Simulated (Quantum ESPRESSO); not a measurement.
HfN in Quantum ESPRESSO: convergence with k mesh

Crystal: HfN.

```
Hf N
1.0
     0.00000    2.45482    2.45482
     2.45482    0.00000    2.45482
     2.45482    2.45482    0.00000
Hf N
1 1
Direct
  0.00000 0.00000 0.00000
  0.25000 0.25000 0.25000
```

The cell comes from a database or a generator and needn't be the stable form of this composition.

* Program: Quantum ESPRESSO 7.5
* Task: single point
* Functional: LDA
* Potentials or basis: PseudoDojo 0.4.1 SR LDA standard
* Cutoff: 1143 eV
* Density cutoff: 4572 eV
* k mesh: 1 × 1 × 1
* Occupations: cold, width 0.05 eV
* Spin: no spin polarisation

These are the settings of the first run; the series varies k mesh, with any setting tied to it.

Hardware: 1 thread of Intel(R) Xeon(R) 6975P-C (Granite Rapids) (shared host).

Problem. The values tried are 1 × 1 × 1, 3 × 3 × 3, 4 × 4 × 4, 5 × 5 × 5, 7 × 7 × 7, 8 × 8 × 8, 9 × 9 × 9, 11 × 11 × 11, 13 × 13 × 13, loosest first. From which on does the pressure stay within 0.1 GPa of the tightest run that finished?

Solution. From 11 × 11 × 11 on.

| k mesh | energy less the tightest run, at zero smearing (meV/atom) | pressure (GPa) | SCF cycles | CPU time (s) | peak memory (GiB) |
| --- | --- | --- | --- | --- | --- |
| 1 × 1 × 1 | -1588.10 | -37.90 | 9 | 1.1 | 0.06 |
| 3 × 3 × 3 | -37.50 | -13.13 | 11 | 2.6 | 0.06 |
| 4 × 4 × 4 | 30.10 | -10.75 | 11 | 3.6 | 0.06 |
| 5 × 5 × 5 | 34.64 | -11.38 | 10 | 3.9 | 0.07 |
| 7 × 7 × 7 | 4.24 | -11.73 | 11 | 7.5 | 0.07 |
| 8 × 8 × 8 | -2.69 | -11.95 | 11 | 11 | 0.08 |
| 9 × 9 × 9 | 0.04 | -11.88 | 11 | 13 | 0.08 |
| 11 × 11 × 11 | -0.99 | -11.77 | 9 | 19 | 0.09 |
| 13 × 13 × 13 | 0.00 | -11.77 | 11 | 32 | 0.11 |

Against the tightest run, the energy stays within 1 meV/atom from 9 × 9 × 9 on. Meshes of other sizes hit other points, so gaps and Fermi surfaces needn't settle smoothly. The tightest run that finished is the yardstick and may itself not be fully converged.

Spin-orbit coupling is left out, which matters for the levels of Hf.
